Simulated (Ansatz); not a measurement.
Crystal: WC.

```
W C
1.0
     0.00000    2.19268    2.19268
     2.19268    0.00000    2.19268
     2.19268    2.19268    0.00000
W C
1 1
Cartesian
  0.0000 0.0000 0.0000
  2.1927 2.1927 2.1927
```

Measurements of this composition are mostly on another form, of space group No. 187.

Base run:

```yaml
Program: Ansatz 0.2.0
Functional: PBEsol
Potentials_or_basis: all-electron LAPW, scalar-relativistic
Cutoff: 336 eV (chosen from the basis error)
Basis_error_allowed: 0.001 eV/atom
k_mesh: 10 × 10 × 10
Occupations: fermi-dirac, width 0.05 eV
Spin: no spin polarisation
```

Its results: band gap on the k mesh none (metal or under the smearing width); pressure -10.2 GPa.

Task: The run is repeated on the same cell with these changes: hubbard terms from none to W d U = 4 eV. What comes out?

Result: Band gap on the k mesh none (metal or under the smearing width); pressure -9.6 GPa.

Caveats: U is the effective U less J, on atomic orbitals that reach past the spheres (some runs); U without spin polarisation on a metal has little footing (some runs); the U is typed as a test and isn't derived for this compound (some runs).
